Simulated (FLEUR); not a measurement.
# Cu (P6_3/mmc) in FLEUR: notebook

The runs below take Cu through band structure, equation of state, with r2SCAN.

Program: FLEUR MaX-R8.1 (later development tree). These are calculated values, not measurements. Logs are shortened: lines on timing, memory, paths and dates and some standing lists are left out, and cuts for length are marked.

## 1. Starting point

It takes space group P6_3/mmc (No. 194, hexagonal). The conventional cell has a = 2.534 Å, b = 2.534 Å, c = 4.113 Å, α = 90.00°, β = 90.00°, γ = 120.00°. Cu (site symmetry -6m2) is surrounded by 12 Cu at 2.52 to 2.53 Å.

This isn't the form of Cu at room conditions, which is fcc.

## 2. Band structure, r2SCAN

The input, inp.xml:

```xml
<?xml version="1.0" encoding="UTF-8" standalone="no"?>
<fleurInput fleurInputVersion="0.39">
   <comment>
      Cu                                                                                                  
   </comment>
   <calculationSetup>
      <cutoffs Kmax="4.43" Gmax="13.7" GmaxXC="13.7" numbands="0"/>
      <scfLoop itmax="80" minDistance="0.0001" maxIterBroyd="30" imix="Anderson" alpha="0.05" precondParam="0.0" spinf="2.0" sdNocoIR="T"/>
      <coreElectrons ctail="F" frcor="F" kcrel="0" coretail_lmax="0"/>
      <xcFunctional name="LibXC" relativisticCorrections="F">
         <LibXCName exchange="mgga_x_r2scan" correlation="mgga_c_r2scan"/>
         <AuxGGA exchange="117" correlation="130"/>
      </xcFunctional>
      <magnetism jspins="1"/>
      <soc l_soc="F" theta="0.0" phi="0.0" spav="F"/>
      <expertModes spex="0" secvar="F"/>
      <geometryOptimization l_f="F" forcealpha="1.0" forcemix="BFGS" epsdisp="0.00001" epsforce="0.00001"/>
      <ldaU l_linMix="F" mixParam="0.05" spinf="1.0"/>
   </calculationSetup>
   <cell>
      <bzIntegration valenceElectrons="38.0" mode="hist" fermiSmearingEnergy="0.00183747">
         <kPointListSelection listName="default-1"/>
         <!-- k-points included here -->
         <xi:include xmlns:xi="http://www.w3.org/2001/XInclude" href="kpts.xml"> </xi:include>
      </bzIntegration>
      <!-- symmetry operations included here -->
      <xi:include xmlns:xi="http://www.w3.org/2001/XInclude" href="sym.xml"> </xi:include>
      <bulkLattice scale="1.0">
         <bravaisMatrix>
            <row-1>    4.7887486791829188     0.0000000000000000     0.0000000000000000</row-1>
            <row-2>   -2.3943743395914594     4.1471780085260486     0.0000000000000000</row-2>
            <row-3>    0.0000000000000000     0.0000000000000000     7.7716328579723459</row-3>
         </bravaisMatrix>
      </bulkLattice>
   </cell>
   <atomSpecies>
      <species name="Copper (Cu)" element="Cu" atomicNumber="29">
         <mtSphere radius="2.21" gridPoints="731" logIncrement="0.017"/>
         <atomicCutoffs lmax="9" lnonsphr="9"/>
         <electronConfig flipSpins="F">
            <coreConfig>(1s1/2) (2s1/2) (2p1/2) (2p3/2)</coreConfig>
            <valenceConfig>(3s1/2) (3p1/2) (3p3/2) (4s1/2) (3d3/2) (3d5/2)</valenceConfig>
            <stateOccupation state="(4s1/2)" spinUp="0.500000" spinDown="0.500000"/>
         </electronConfig>
         <energyParameters s="4" p="4" d="3" f="4"/>
         <lo type="SCLO" l="0" n="3" eDeriv="0"/>
         <lo type="SCLO" l="1" n="3" eDeriv="0"/>
         <lo type="SCLO" l="1" n="3" eDeriv="1"/>
         <lo type="SCLO" l="2" n="3" eDeriv="2"/>
         <lo type="SCLO" l="3" n="4" eDeriv="2"/>
      </species>
   </atomSpecies>
   <atomGroups>
      <atomGroup species="Copper (Cu)">
         <relPos label="                   1">-1.000/3.000 1.000/3.000 -1.000/4.000</relPos>
         <relPos label="                   2">1.000/3.000 -1.000/3.000 1.000/4.000</relPos>
         <force calculate="T" relaxXYZ="TTT"/>
      </atomGroup>
   </atomGroups>
   <output dos="F" band="F" slice="F">
      <checks vchk="F" cdinf="F"/>
      <bandDOS minEnergy="-.5*Htr" maxEnergy="0.5*Htr" sigma="0.015" storeEVData="T"/>
      <vacuumDOS vacdos="F" integ="F" star="F" nstars="0" locx1="0.0" locy1="0.0" locx2="0.0" locy2="0.0" nstm="0" tworkf="0.0"/>
      <unfoldingBand unfoldBand="F" supercellX="1" supercellY="1" supercellZ="1"/>
      <plotting iplot="0" polar="F">
         <plot TwoD="T" vec1="  1.0  0.0  0.0" vec2="  0.0  1.0  0.0" vec3="  0.0  0.0  1.0" zero="  0.0  0.0  0.0" file="plot"/>
      </plotting>
      <chargeDensitySlicing numkpt="0" minEigenval="0.0" maxEigenval="0.0" nnne="0" pallst="F"/>
      <specialOutput eonly="F"/>
      <moessbauerParams electricFieldGradient="T" isomerShift="T" coreHyperfine="T" valenceHyperfine="T"/>
      <magneticCircularDichroism mcd="F" energyLo="-10.0" energyUp="0.0"/>
   </output>
  <!-- We include the file relax.xml here to enable relaxations (see documentation) -->
  <xi:include xmlns:xi="http://www.w3.org/2001/XInclude" href="relax.xml"> <xi:fallback/> </xi:include>
</fleurInput>
```

The input, crystal.txt:

```
Cu
&input cartesian=F /
2.5340966698  0.0000000000  0.0000000000
-1.2670483349  2.1945920917  0.0000000000
0.0000000000  0.0000000000  4.1125710000
1.8897261246
1.0 1.0 1.0

2
29 0.6666666666  0.3333333332  0.7500000000
29 0.3333333332  0.6666666666  0.2500000000

&kpt div1=12 div2=12 div3=7 gamma=T /
```

The input, inp.xml (bands):

```
<?xml version="1.0" encoding="UTF-8" standalone="no"?>
<fleurInput fleurInputVersion="0.39">
   <comment>
      Cu                                                                                                  
   </comment>
   <calculationSetup>
      <cutoffs Kmax="4.43" Gmax="13.7" GmaxXC="13.7" numbands="0"/>
      <scfLoop itmax="80" minDistance="0.0001" maxIterBroyd="30" imix="Anderson" alpha="0.05" precondParam="0.0" spinf="2.0" sdNocoIR="T"/>
      <coreElectrons ctail="F" frcor="F" kcrel="0" coretail_lmax="0"/>
      <xcFunctional name="LibXC" relativisticCorrections="F">
         <LibXCName exchange="mgga_x_r2scan" correlation="mgga_c_r2scan"/>
         <AuxGGA exchange="117" correlation="130"/>
      </xcFunctional>
      <magnetism jspins="1"/>
      <soc l_soc="F" theta="0.0" phi="0.0" spav="F"/>
      <expertModes spex="0" secvar="F"/>
      <geometryOptimization l_f="F" forcealpha="1.0" forcemix="BFGS" epsdisp="0.00001" epsforce="0.00001"/>
      <ldaU l_linMix="F" mixParam="0.05" spinf="1.0"/>
   </calculationSetup>
   <cell>
      <bzIntegration valenceElectrons="38.0" mode="hist" fermiSmearingEnergy="0.00183747">
         <kPointListSelection listName="path-1"/>
         <!-- k-points included here -->
         <xi:include xmlns:xi="http://www.w3.org/2001/XInclude" href="kpts.xml"> </xi:include>
      </bzIntegration>
      <!-- symmetry operations included here -->
      <xi:include xmlns:xi="http://www.w3.org/2001/XInclude" href="sym.xml"> </xi:include>
      <bulkLattice scale="1.0">
         <bravaisMatrix>
            <row-1>    4.7887486791829188     0.0000000000000000     0.0000000000000000</row-1>
            <row-2>   -2.3943743395914594     4.1471780085260486     0.0000000000000000</row-2>
            <row-3>    0.0000000000000000     0.0000000000000000     7.7716328579723459</row-3>
         </bravaisMatrix>
      </bulkLattice>
   </cell>
   <atomSpecies>
      <species name="Copper (Cu)" element="Cu" atomicNumber="29">
         <mtSphere radius="2.21" gridPoints="731" logIncrement="0.017"/>
         <atomicCutoffs lmax="9" lnonsphr="9"/>
         <electronConfig flipSpins="F">
            <coreConfig>(1s1/2) (2s1/2) (2p1/2) (2p3/2)</coreConfig>
            <valenceConfig>(3s1/2) (3p1/2) (3p3/2) (4s1/2) (3d3/2) (3d5/2)</valenceConfig>
            <stateOccupation state="(4s1/2)" spinUp="0.500000" spinDown="0.500000"/>
         </electronConfig>
         <energyParameters s="4" p="4" d="3" f="4"/>
         <lo type="SCLO" l="0" n="3" eDeriv="0"/>
         <lo type="SCLO" l="1" n="3" eDeriv="0"/>
         <lo type="SCLO" l="1" n="3" eDeriv="1"/>
         <lo type="SCLO" l="2" n="3" eDeriv="2"/>
         <lo type="SCLO" l="3" n="4" eDeriv="2"/>
      </species>
   </atomSpecies>
   <atomGroups>
      <atomGroup species="Copper (Cu)">
         <relPos label="                   1">-1.000/3.000 1.000/3.000 -1.000/4.000</relPos>
         <relPos label="                   2">1.000/3.000 -1.000/3.000 1.000/4.000</relPos>
         <force calculate="T" relaxXYZ="TTT"/>
      </atomGroup>
   </atomGroups>
   <output dos="F" band="T" slice="F">
      <checks vchk="F" cdinf="F"/>
      <bandDOS minEnergy="-.5*Htr" maxEnergy="0.5*Htr" sigma="0.015" storeEVData="T"/>
      <vacuumDOS vacdos="F" integ="F" star="F" nstars="0" locx1="0.0" locy1="0.0" locx2="0.0" locy2="0.0" nstm="0" tworkf="0.0"/>
      <unfoldingBand unfoldBand="F" supercellX="1" supercellY="1" supercellZ="1"/>
      <plotting iplot="0" polar="F">
         <plot TwoD="T" vec1="  1.0  0.0  0.0" vec2="  0.0  1.0  0.0" vec3="  0.0  0.0  1.0" zero="  0.0  0.0  0.0" file="plot"/>
      </plotting>
      <chargeDensitySlicing numkpt="0" minEigenval="0.0" maxEigenval="0.0" nnne="0" pallst="F"/>
      <specialOutput eonly="F"/>
      <moessbauerParams electricFieldGradient="T" isomerShift="T" coreHyperfine="T" valenceHyperfine="T"/>
      <magneticCircularDichroism mcd="F" energyLo="-10.0" energyUp="0.0"/>
   </output>
  <!-- We include the file relax.xml here to enable relaxations (see documentation) -->
  <xi:include xmlns:xi="http://www.w3.org/2001/XInclude" href="relax.xml"> <xi:fallback/> </xi:include>
</fleurInput>
```

Potentials or basis: all-electron, FLAPW.

Command:

```
$ inpgen -f crystal.txt -profile fastHighL
$ # inp.xml edited to the form shown
$ fleur_MPI
$ fleur_MPI   # second run, on inp.xml (bands)
```

Standard output:

```text
Welcome to FLEUR        (www.flapw.de)
      MaX-Release 8.1          (www.max-centre.eu)
 func_ids         498         497         498         497
 MetaGGA potential functional detected - V_tau will be computed
 Auxiliary Potential for radial basis: exchange=         117  correlation=         130
The functional 'Re-regularized SCAN exchange by Furness et al' is an exchange functional, it belongs to the 'MGGA' family and is defined in the reference(s):
[1] J. W. Furness, A. D. Kaplan, J. Ning, J. P. Perdew, and J. Sun.,  J. Phys. Chem. Lett. 11, 8208-8215 (2020)
[2] J. W. Furness, A. D. Kaplan, J. Ning, J. P. Perdew, and J. Sun.,  J. Phys. Chem. Lett. 11, 9248-9248 (2020)
The functional 'Re-regularized SCAN correlation by Furness et al' is a correlation functional, it belongs to the 'MGGA' family and is defined in the reference(s):
[1] J. W. Furness, A. D. Kaplan, J. Ning, J. P. Perdew, and J. Sun.,  J. Phys. Chem. Lett. 11, 8208-8215 (2020)
[2] J. W. Furness, A. D. Kaplan, J. Ning, J. P. Perdew, and J. Sun.,  J. Phys. Chem. Lett. 11, 9248-9248 (2020)
 Using same functional for VXC and EXC

 ========== k-point set info ==========
 Selected k-point list: default-1
 k-point list type: mesh
 12 x 12 x 7
 Number of k points: 76

 ------------Calculation Setup---------------------------
 Number of MPI-tasks      :            1
 Number of PE/node        :            1
 Number of OMP-threads    :            1
 Most efficient MPI parallelization for:
           1           2           4          19          38          76
 Additional eigenvalue parallelization possible
 Number of basis functions:          309
 Approximate size of matrices (H+S) per k-point:         0.001 GB
 --------------------------------------------------------
The functional 'Hammer, Hansen, and Norskov' is an exchange functional, it belongs to the 'GGA' family and is defined in the reference(s):
[1] B. Hammer, L. B. Hansen, and J. K. Nørskov.,  Phys. Rev. B 59, 7413 (1999)
The functional 'Perdew, Burke & Ernzerhof' is a correlation functional, it belongs to the 'GGA' family and is defined in the reference(s):
[1] J. P. Perdew, K. Burke, and M. Ernzerhof.,  Phys. Rev. Lett. 77, 3865 (1996)
[2] J. P. Perdew, K. Burke, and M. Ernzerhof.,  Phys. Rev. Lett. 78, 1396 (1997)
 Using same functional for VXC and EXC
 Using auxiliary GGA potential for the first iteration of MetaGGA calculation.
 Reset of history
 Reset of history
 Iteration:     1   Distance:      42.71597563 me/bohr^3
The functional 'Hammer, Hansen, and Norskov' is an exchange functional, it belongs to the 'GGA' family and is defined in the reference(s):
[1] B. Hammer, L. B. Hansen, and J. K. Nørskov.,  Phys. Rev. B 59, 7413 (1999)
The functional 'Perdew, Burke & Ernzerhof' is a correlation functional, it belongs to the 'GGA' family and is defined in the reference(s):
[1] J. P. Perdew, K. Burke, and M. Ernzerhof.,  Phys. Rev. Lett. 77, 3865 (1996)
[2] J. P. Perdew, K. Burke, and M. Ernzerhof.,  Phys. Rev. Lett. 78, 1396 (1997)
 Using same functional for VXC and EXC
 Iteration:     2   Distance:      31.18079406 me/bohr^3
The functional 'Hammer, Hansen, and Norskov' is an exchange functional, it belongs to the 'GGA' family and is defined in the reference(s):
[1] B. Hammer, L. B. Hansen, and J. K. Nørskov.,  Phys. Rev. B 59, 7413 (1999)
The functional 'Perdew, Burke & Ernzerhof' is a correlation functional, it belongs to the 'GGA' family and is defined in the reference(s):
[1] J. P. Perdew, K. Burke, and M. Ernzerhof.,  Phys. Rev. Lett. 77, 3865 (1996)
[2] J. P. Perdew, K. Burke, and M. Ernzerhof.,  Phys. Rev. Lett. 78, 1396 (1997)
 Using same functional for VXC and EXC
 Iteration:     3   Distance:      28.01951120 me/bohr^3
The functional 'Hammer, Hansen, and Norskov' is an exchange functional, it belongs to the 'GGA' family and is defined in the reference(s):
[1] B. Hammer, L. B. Hansen, and J. K. Nørskov.,  Phys. Rev. B 59, 7413 (1999)
The functional 'Perdew, Burke & Ernzerhof' is a correlation functional, it belongs to the 'GGA' family and is defined in the reference(s):
[1] J. P. Perdew, K. Burke, and M. Ernzerhof.,  Phys. Rev. Lett. 77, 3865 (1996)
[2] J. P. Perdew, K. Burke, and M. Ernzerhof.,  Phys. Rev. Lett. 78, 1396 (1997)
 Using same functional for VXC and EXC
 Iteration:     4   Distance:      19.29917032 me/bohr^3
The functional 'Hammer, Hansen, and Norskov' is an exchange functional, it belongs to the 'GGA' family and is defined in the reference(s):
[1] B. Hammer, L. B. Hansen, and J. K. Nørskov.,  Phys. Rev. B 59, 7413 (1999)
The functional 'Perdew, Burke & Ernzerhof' is a correlation functional, it belongs to the 'GGA' family and is defined in the reference(s):
[1] J. P. Perdew, K. Burke, and M. Ernzerhof.,  Phys. Rev. Lett. 77, 3865 (1996)
[2] J. P. Perdew, K. Burke, and M. Ernzerhof.,  Phys. Rev. Lett. 78, 1396 (1997)
 Using same functional for VXC and EXC
 Iteration:     5   Distance:       2.93153384 me/bohr^3
The functional 'Hammer, Hansen, and Norskov' is an exchange functional, it belongs to the 'GGA' family and is defined in the reference(s):
[... 39 lines left out ...]
 Using same functional for VXC and EXC
 Iteration:    11   Distance:       0.00250473 me/bohr^3
The functional 'Hammer, Hansen, and Norskov' is an exchange functional, it belongs to the 'GGA' family and is defined in the reference(s):
[1] B. Hammer, L. B. Hansen, and J. K. Nørskov.,  Phys. Rev. B 59, 7413 (1999)
The functional 'Perdew, Burke & Ernzerhof' is a correlation functional, it belongs to the 'GGA' family and is defined in the reference(s):
[1] J. P. Perdew, K. Burke, and M. Ernzerhof.,  Phys. Rev. Lett. 77, 3865 (1996)
[2] J. P. Perdew, K. Burke, and M. Ernzerhof.,  Phys. Rev. Lett. 78, 1396 (1997)
 Using same functional for VXC and EXC
 Iteration:    12   Distance:       0.00176759 me/bohr^3
The functional 'Hammer, Hansen, and Norskov' is an exchange functional, it belongs to the 'GGA' family and is defined in the reference(s):
[1] B. Hammer, L. B. Hansen, and J. K. Nørskov.,  Phys. Rev. B 59, 7413 (1999)
The functional 'Perdew, Burke & Ernzerhof' is a correlation functional, it belongs to the 'GGA' family and is defined in the reference(s):
[1] J. P. Perdew, K. Burke, and M. Ernzerhof.,  Phys. Rev. Lett. 77, 3865 (1996)
[2] J. P. Perdew, K. Burke, and M. Ernzerhof.,  Phys. Rev. Lett. 78, 1396 (1997)
 Using same functional for VXC and EXC
 Iteration:    13   Distance:       0.00012928 me/bohr^3
The functional 'Hammer, Hansen, and Norskov' is an exchange functional, it belongs to the 'GGA' family and is defined in the reference(s):
[1] B. Hammer, L. B. Hansen, and J. K. Nørskov.,  Phys. Rev. B 59, 7413 (1999)
The functional 'Perdew, Burke & Ernzerhof' is a correlation functional, it belongs to the 'GGA' family and is defined in the reference(s):
[1] J. P. Perdew, K. Burke, and M. Ernzerhof.,  Phys. Rev. Lett. 77, 3865 (1996)
[2] J. P. Perdew, K. Burke, and M. Ernzerhof.,  Phys. Rev. Lett. 78, 1396 (1997)
 Using same functional for VXC and EXC
 Iteration:    14   Distance:       0.00005748 me/bohr^3

 ********************************************************************
 Run finished successfully
 Stop message:
   all done
 ********************************************************************
```

Run time: 71 s. Hardware: 1 thread of Intel Xeon Platinum 8259CL at 2.50GHz (Skylake/Cascade Lake), shared host; peak memory 0.08 GiB.

Results:

```
Free energy                                           : -90079.6016 eV
Band gap along the path                               : none (metal or under the smearing width)
Valence electrons inside the program's atomic spheres : Cu 17.90 (radii Cu 2.21 bohr)
```

Levels at the corners of the path, in eV from the Fermi level:
| point | band 16 | band 17 | band 18 | band 19 | band 20 | band 21 | band 22 | band 23 |
| --- | --- | --- | --- | --- | --- | --- | --- | --- |
| Γ | -2.60 | -2.60 | -1.78 | -1.78 | -1.09 | 4.27 | 22.37 | 23.14 |
| M | -1.68 | -1.62 | -1.57 | 0.02 | 1.73 | 8.31 | 8.84 | 11.29 |
| K | -1.86 | -1.86 | -1.78 | 3.14 | 3.67 | 3.67 | 11.04 | 11.63 |
| Γ | -2.60 | -2.60 | -1.78 | -1.78 | -1.09 | 4.27 | 22.37 | 23.14 |
| A | -3.16 | -2.01 | -2.01 | -2.01 | -2.01 | 13.46 | 13.46 | 23.12 |
| L | -1.97 | -1.61 | -1.61 | 0.49 | 0.49 | 5.29 | 5.29 | 17.17 |
| H | -2.58 | -1.74 | -1.74 | 4.28 | 4.28 | 5.86 | 5.86 | 7.53 |
| A | -3.16 | -2.01 | -2.01 | -2.01 | -2.01 | 13.46 | 13.46 | 23.12 |
| L | -1.97 | -1.61 | -1.61 | 0.49 | 0.49 | 5.29 | 5.29 | 17.17 |
| M | -1.68 | -1.62 | -1.57 | 0.02 | 1.73 | 8.31 | 8.84 | 11.29 |
| K | -1.86 | -1.86 | -1.78 | 3.14 | 3.67 | 3.67 | 11.04 | 11.63 |
| H | -2.58 | -1.74 | -1.74 | 4.28 | 4.28 | 5.86 | 5.86 | 7.53 |

Core levels (eV from the Fermi level):
```csv
atom,levels
1 Cu,"1s1/2 -8847.1, 2s1/2 -1059.8, 2p1/2 -927.7, 2p3/2 -907.2"
2 Cu,"1s1/2 -8847.1, 2s1/2 -1059.8, 2p1/2 -927.7, 2p3/2 -907.2"
```

Caveat: the meta-GGA is that of a development version, with a GGA for the radial functions and cores and without core tails.

(Continued in part 2 of 2.)
